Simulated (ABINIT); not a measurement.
# AlRu (Pm-3m) in ABINIT: convergence with tolvrs

Aim: find how far tolvrs must go before the results for AlRu settle, at r2SCAN. This setting moves, with any that are tied to it; all else stays.

All numbers are computed with ABINIT 10.8.3 (patched build); they aren't measurements. Logs are shortened: lines on timing, memory, paths and dates and some standing lists are left out, and cuts for length are marked. The log counts tension as positive stress, the text compression.

## Step 1: The crystal as given

The structure is cubic, space group Pm-3m (No. 221). Conventional cell: a = 2.992 Å, b = 2.992 Å, c = 2.992 Å, α = 90.00°, β = 90.00°, γ = 90.00°. Ru (site symmetry m-3m) has 8 Al at 2.59 Å as nearest neighbours. Al (site symmetry m-3m) is surrounded by 8 Ru at 2.59 Å.

## Step 2: With tolvrs 0.01

run.abi

```
# Pseudopotentials
pp_dirpath "./"
pseudos "Ru_ONCV_PBE-1.2.upf, Al_ONCV_PBE-1.2.upf"

# Structure
acell 3*1.0
rprim
     5.6533046744     0.0000000000     0.0000000000
     0.0000000000     5.6533046744     0.0000000000
     0.0000000000     0.0000000000     5.6533046744
ntypat 2
znucl 44 13
natom 2
typat 1 2
xred
     0.5000000000     0.5000000000     0.5000000000
     0.0000000000     0.0000000000     0.0000000000

# Plane-wave basis
ecut 42.0

# k points
kptopt 1
ngkpt 9 9 9
nshiftk 1
shiftk 0.0 0.0 0.0

# Exchange and correlation
ixc -497498
usekden 1

# Bands and occupations
nband 18
occopt 4
tsmear 0.05 eV

# SCF cycle
nstep 100
tolvrs 0.01

# Output
iomode 3
prtwf 0
prtden 0
prteig 0
prtebands 0
```

Potentials or basis: SG15 NC PBE v1.2.

Started as:

```console
$ abinit run.abi > log 2>&1
```

Wall time 89 s (1 thread of Arm Neoverse V1, shared host); peak memory 0.09 GiB.

The run converged. Its results:

- Free energy: -4452.2258 eV
- Pressure: -2.3 GPa
- Band gap on the k mesh: none (metal or under the smearing width)
- Valence electrons inside the program's atomic spheres: Ru 13.00; Al 8.94

## Step 3: With tolvrs 0.001

Edit run.abi of step 2 so:

```diff
@@ -38,3 +38,3 @@
 nstep 100
-tolvrs 0.01
+tolvrs 0.001
```

Potentials or basis: SG15 NC PBE v1.2.

Started as:

```console
$ abinit run.abi > log 2>&1
```

Run time: 89 s. Hardware: 1 thread of Arm Neoverse V1, shared host; peak memory 0.09 GiB.

The run converged. Its results:

| Quantity | Value |
| --- | --- |
| Free energy | -4452.2258 eV |
| Pressure | -2.3 GPa |
| Band gap on the k mesh | none (metal or under the smearing width) |
| Valence electrons inside the program's atomic spheres | Ru 13.00; Al 8.94 |

## Step 4: With tolvrs 0.0001

Edit run.abi of step 3 so:

```diff
@@ -38,3 +38,3 @@
 nstep 100
-tolvrs 0.001
+tolvrs 0.0001
```

Started as:

```console
$ abinit run.abi > log 2>&1
```

It took 98 s on 1 thread of Arm Neoverse V1, shared host; peak memory 0.09 GiB.

It converged, with:

- Free energy: -4452.2258 eV
- Pressure: -2.4 GPa
- Band gap on the k mesh: none (metal or under the smearing width)
- Valence electrons inside the program's atomic spheres: Ru 13.00; Al 8.94

## Step 5: With tolvrs 1e-05

Edit run.abi of step 4 so:

```diff
@@ -38,3 +38,3 @@
 nstep 100
-tolvrs 0.0001
+tolvrs 1.0e-5
```

Started as:

```console
$ abinit run.abi > log 2>&1
```

Wall time 99 s (1 thread of Arm Neoverse V1, shared host); peak memory 0.09 GiB.

Results (log left out):

| Property | Result |
| --- | --- |
| Free energy | -4452.2258 eV |
| Pressure | -2.4 GPa |
| Band gap on the k mesh | none (metal or under the smearing width) |
| Valence electrons inside the program's atomic spheres | Ru 13.00; Al 8.94 |

## Step 6: With tolvrs 1e-06

Edit run.abi of step 5 so:

```diff
@@ -38,3 +38,3 @@
 nstep 100
-tolvrs 1.0e-5
+tolvrs 1.0e-6
```

Potentials or basis: SG15 NC PBE v1.2.

Started as:

```console
$ abinit run.abi > log 2>&1
```

Run time: 1.8 min. Hardware: 1 thread of Arm Neoverse V1, shared host; peak memory 0.09 GiB.

It converged, with:

- Free energy: -4452.2258 eV
- Pressure: -2.3 GPa
- Band gap on the k mesh: none (metal or under the smearing width)
- Valence electrons inside the program's atomic spheres: Ru 13.00; Al 8.94

## Step 7: With tolvrs 1e-08

Edit run.abi of step 6 so:

```diff
@@ -38,3 +38,3 @@
 nstep 100
-tolvrs 1.0e-6
+tolvrs 1.0e-8
```

Started as:

```console
$ abinit run.abi > log 2>&1
```

Wall time 2 min (1 thread of Arm Neoverse V1, shared host); peak memory 0.09 GiB.

It converged, with:

- Free energy: -4452.2258 eV
- Pressure: -2.3 GPa
- Band gap on the k mesh: none (metal or under the smearing width)
- Valence electrons inside the program's atomic spheres: Ru 13.00; Al 8.94

## Step 8: With tolvrs 1e-10

Edit run.abi of step 7 so:

```diff
@@ -38,3 +38,3 @@
 nstep 100
-tolvrs 1.0e-8
+tolvrs 1.0e-10
```

Started as:

```console
$ abinit run.abi > log 2>&1
```

Run time: 2.2 min. Hardware: 1 thread of Arm Neoverse V1, shared host; peak memory 0.09 GiB.

It converged, with:

```yaml
Free_energy: -4452.2258 eV
Pressure: -2.3 GPa
Band_gap_on_the_k_mesh: none (metal or under the smearing width)
Valence_electrons_inside_the_program's_atomic_spheres: Ru 13.00; Al 8.94
```

## Step 9: With tolvrs 1e-13

Edit run.abi of step 8 so:

```diff
@@ -38,3 +38,3 @@
 nstep 100
-tolvrs 1.0e-10
+tolvrs 1.0e-13
```

Potentials or basis: SG15 NC PBE v1.2.

Started as:

```console
$ abinit run.abi > log 2>&1
```

run.abo:

```text
.Version 10.8.3 of ABINIT
 Symmetries : space group Pm -3 m (#221); Bravais cP (primitive cubic)
================================================================================
 Values of the parameters that define the memory need of the present run
     intxc =       0    ionmov =       0      iscf =       7    lmnmax =       6
     lnmax =       6     mgfft =      36  mpssoang =       3    mqgrid =    3001
     natom =       2  nloc_mem =       1    nspden =       1   nspinor =       1
    nsppol =       1      nsym =      48    n1xccc =       0    ntypat =       2
    occopt =       4   xclevel =       2
       mpw =        2370          nfft =       46656          nkpt =          35
================================================================================
================================================================================

--------------------------------------------------------------------------------
------------- Echo of variables that govern the present computation ------------
--------------------------------------------------------------------------------
 -outvars: echo values of preprocessed input variables --------
            acell      1.0000000000E+00  1.0000000000E+00  1.0000000000E+00 Bohr
              amu      1.01070000E+02  2.69815390E+01
             ecut      4.20000000E+01 Hartree
              ixc     -497498
         kptrlatt        9    0    0      0    9    0      0    0    9
          kptrlen      5.08797421E+01
            natom           2
            nband          18
            ngfft          36      36      36
             nkpt          35
            nstep         100
             nsym          48
           ntypat           2
           occopt           4
           prtden           0
        prtebands           0
           prteig           0
          prtkden           1
            prtwf           0
            rprim      5.6533046744E+00  0.0000000000E+00  0.0000000000E+00
                       0.0000000000E+00  5.6533046744E+00  0.0000000000E+00
                       0.0000000000E+00  0.0000000000E+00  5.6533046744E+00
          spgroup         221
           tolvrs      1.00000000E-13
           tsmear      1.83746611E-03 Hartree
            typat      1  2
          usekden           1
           xangst      1.4957999990E+00  1.4957999990E+00  1.4957999990E+00
                       0.0000000000E+00  0.0000000000E+00  0.0000000000E+00
            xcart      2.8266523372E+00  2.8266523372E+00  2.8266523372E+00
                       0.0000000000E+00  0.0000000000E+00  0.0000000000E+00
             xred      5.0000000000E-01  5.0000000000E-01  5.0000000000E-01
                       0.0000000000E+00  0.0000000000E+00  0.0000000000E+00
            znucl       44.00000   13.00000

================================================================================

 chkinp: Checking input parameters for consistency.

================================================================================
== DATASET  1 ==================================================================

--- !DatasetInfo
iteration_state: {dtset: 1, }
dimensions: {natom: 2, nkpt: 35, mband: 18, nsppol: 1, nspinor: 1, nspden: 1, mpw: 2370, }
cutoff_energies: {ecut:  42.0, pawecutdg:  -1.0, }
electrons: {nelect:   2.70000000E+01, charge:   0.00000000E+00, occopt:   4.00000000E+00, tsmear:   1.83746611E-03, }
meta: {optdriver: 0, ionmov: 0, optcell: 0, iscf: 7, paral_kgb: 0, }
...

 Real(R)+Recip(G) space primitive vectors, cartesian coordinates (Bohr,Bohr^-1):
 R(1)=  5.6533047  0.0000000  0.0000000  G(1)=  0.1768877  0.0000000  0.0000000
 R(2)=  0.0000000  5.6533047  0.0000000  G(2)=  0.0000000  0.1768877  0.0000000
 R(3)=  0.0000000  0.0000000  5.6533047  G(3)=  0.0000000  0.0000000  0.1768877
 Unit cell volume ucvol=  1.8067879E+02 bohr^3
 Angles (23,13,12)=  9.00000000E+01  9.00000000E+01  9.00000000E+01 degrees

 getcut: wavevector=  0.0000  0.0000  0.0000  ngfft=  36  36  36
         ecut(hartree)=     42.000   => boxcut(ratio)=   2.18278

[... 51 lines left out ...]
iteration_state: {dtset: 1, }
comment   : Summary of ground state results
lattice_vectors:
- [  5.6533047,   0.0000000,   0.0000000, ]
- [  0.0000000,   5.6533047,   0.0000000, ]
- [  0.0000000,   0.0000000,   5.6533047, ]
lattice_lengths: [   5.65330,    5.65330,    5.65330, ]
lattice_angles: [ 90.000,  90.000,  90.000, ] # degrees, (23, 13, 12)
lattice_volume:   1.8067879E+02
convergence: {deltae:  4.093E-12, res2:  1.196E-14, residm:  2.942E-05, diffor: null, }
etotal    :  -1.63616281E+02
entropy   :   0.00000000E+00
fermie    :   4.39757344E-01
cartesian_stress_tensor: # hartree/bohr^3
- [  7.98006461E-05,   0.00000000E+00,   0.00000000E+00, ]
- [  0.00000000E+00,   7.98006460E-05,   0.00000000E+00, ]
- [  0.00000000E+00,   0.00000000E+00,   7.98006461E-05, ]
pressure_GPa:  -2.3478E+00
xred      :
- [  5.0000E-01,   5.0000E-01,   5.0000E-01, Ru]
- [  0.0000E+00,   0.0000E+00,   0.0000E+00, Al]
cartesian_forces: # hartree/bohr
- [ -0.00000000E+00,  -0.00000000E+00,  -0.00000000E+00, ]
- [ -0.00000000E+00,  -0.00000000E+00,  -0.00000000E+00, ]
force_length_stats: {min:   0.00000000E+00, max:   0.00000000E+00, mean:   0.00000000E+00, }
...

 Integrated electronic density in atomic spheres:
 ------------------------------------------------
 Atom  Sphere_radius  Integrated_density
    1        2.00000         12.99746929
    2        2.00000          8.94299608
================================================================================

 ----iterations are completed or convergence reached----

 Mean square residual over all n,k,spin=   12.048E-08; max=  29.418E-06
 reduced coordinates (array xred) for    2 atoms
       0.500000000000      0.500000000000      0.500000000000
       0.000000000000      0.000000000000      0.000000000000
 rms dE/dt=  0.0000E+00; max dE/dt=  0.0000E+00; dE/dt below (all hartree)
    1       0.000000000000      0.000000000000      0.000000000000
    2       0.000000000000      0.000000000000      0.000000000000

 cartesian coordinates (angstrom) at end:
    1      1.49579999897717     1.49579999897717     1.49579999897717
    2      0.00000000000000     0.00000000000000     0.00000000000000

 cartesian forces (hartree/bohr) at end:
    1     -0.00000000000000    -0.00000000000000    -0.00000000000000
    2     -0.00000000000000    -0.00000000000000    -0.00000000000000
 frms,max,avg= 0.0000000E+00 0.0000000E+00   0.000E+00  0.000E+00  0.000E+00 h/b

 cartesian forces (eV/Angstrom) at end:
    1     -0.00000000000000    -0.00000000000000    -0.00000000000000
    2     -0.00000000000000    -0.00000000000000    -0.00000000000000
 frms,max,avg= 0.0000000E+00 0.0000000E+00   0.000E+00  0.000E+00  0.000E+00 e/A
 length scales=  1.000000000000  1.000000000000  1.000000000000 bohr
              =  0.529177210544  0.529177210544  0.529177210544 angstroms
 Fermi (or HOMO) energy (hartree) =   0.43976   Average Vxc (hartree)=  -0.52558
 Eigenvalues (hartree) for nkpt=  35  k points:
 kpt#   1, nband= 18, wtk=  0.00137, kpt=  0.0000  0.0000  0.0000 (reduced coord)
  -3.44582   -2.29539   -1.94660   -1.94660   -1.94660   -1.14995   -1.14995   -1.14995
   0.06802    0.30725    0.30725    0.44959    0.44959    0.44959    0.68801    0.68801
   0.68801    0.86722
      occupation numbers for kpt#   1
   2.00000    2.00000    2.00000    2.00000    2.00000    2.00000    2.00000    2.00000
   2.00000    2.00000    2.00000    0.00000    0.00000    0.00000    0.00000    0.00000
   0.00000    0.00000
 prteigrs : prtvol=0 or 1, do not print more k-points.

--- !EnergyTerms
iteration_state     : {dtset: 1, }
comment             : Components of total free energy in Hartree
kinetic             :  6.00564570931912E+01
hartree             :  3.01813140953103E+01
xc                  : -1.78882191345304E+01
Ewald energy        : -1.19571002190639E+02
psp_core            :  5.92671912600517E+00
local_psp           : -1.09888286536137E+02
non_local_psp       : -1.24332476906840E+01
internal            : -1.63616265237483E+02
'-kT*entropy'       : -1.59486720555749E-05
total_energy        : -1.63616281186155E+02
total_energy_eV     : -4.45222582348751E+03
band_energy         : -2.64165502445250E+01
...

 Cartesian components of stress tensor (hartree/bohr^3)
  sigma(1 1)=  7.98006461E-05  sigma(3 2)=  0.00000000E+00
  sigma(2 2)=  7.98006460E-05  sigma(3 1)=  0.00000000E+00
  sigma(3 3)=  7.98006461E-05  sigma(2 1)=  0.00000000E+00

-Cartesian components of stress tensor (GPa)         [Pressure= -2.3478E+00 GPa]
- sigma(1 1)=  2.34781606E+00  sigma(3 2)=  0.00000000E+00
- sigma(2 2)=  2.34781606E+00  sigma(3 1)=  0.00000000E+00
- sigma(3 3)=  2.34781606E+00  sigma(2 1)=  0.00000000E+00

== END DATASET(S) ==============================================================
================================================================================

 -outvars: echo values of variables after computation  --------
            acell      1.0000000000E+00  1.0000000000E+00  1.0000000000E+00 Bohr
           etotal     -1.6361628119E+02
            fcart     -0.0000000000E+00 -0.0000000000E+00 -0.0000000000E+00
                      -0.0000000000E+00 -0.0000000000E+00 -0.0000000000E+00
            rprim      5.6533046744E+00  0.0000000000E+00  0.0000000000E+00
                       0.0000000000E+00  5.6533046744E+00  0.0000000000E+00
                       0.0000000000E+00  0.0000000000E+00  5.6533046744E+00
           strten      7.9800646050E-05  7.9800646050E-05  7.9800646050E-05
                       0.0000000000E+00  0.0000000000E+00  0.0000000000E+00
           xangst      1.4957999990E+00  1.4957999990E+00  1.4957999990E+00
                       0.0000000000E+00  0.0000000000E+00  0.0000000000E+00
             xred      5.0000000000E-01  5.0000000000E-01  5.0000000000E-01
                       0.0000000000E+00  0.0000000000E+00  0.0000000000E+00
 Calculation completed.
```

Run time: 2.6 min. Hardware: 1 thread of Arm Neoverse V1, shared host; peak memory 0.09 GiB.

Results:

```yaml
Free_energy: -4452.2258 eV
Pressure: -2.3 GPa
Band_gap_on_the_k_mesh: none (metal or under the smearing width)
Valence_electrons_inside_the_program's_atomic_spheres: Ru 13.00; Al 8.94
```

## Step 10: The series at a glance

| tolvrs | energy less the tightest run (meV/atom) | pressure (GPa) | SCF cycles | CPU time (s) | peak memory (GiB) |
| --- | --- | --- | --- | --- | --- |
| 0.01 | 0.00 | -2.27 | 6 | 89 | 0.09 |
| 0.001 | 0.00 | -2.27 | 6 | 89 | 0.09 |
| 0.0001 | 0.00 | -2.36 | 7 | 98 | 0.09 |
| 1e-05 | 0.00 | -2.36 | 7 | 99 | 0.09 |
| 1e-06 | 0.00 | -2.35 | 8 | 110 | 0.09 |
| 1e-08 | 0.00 | -2.35 | 9 | 120 | 0.09 |
| 1e-10 | 0.00 | -2.35 | 10 | 130 | 0.09 |
| 1e-13 | 0.00 | -2.35 | 12 | 160 | 0.09 |

Against the tightest run, the energy stays within 1 meV/atom from 0.01 on; the pressure stays within 0.1 GPa from 0.01 on. The tightest run that finished is the yardstick and may itself not be fully converged.

Caveats: the potentials were made for another functional, which shifts forces and pressure.
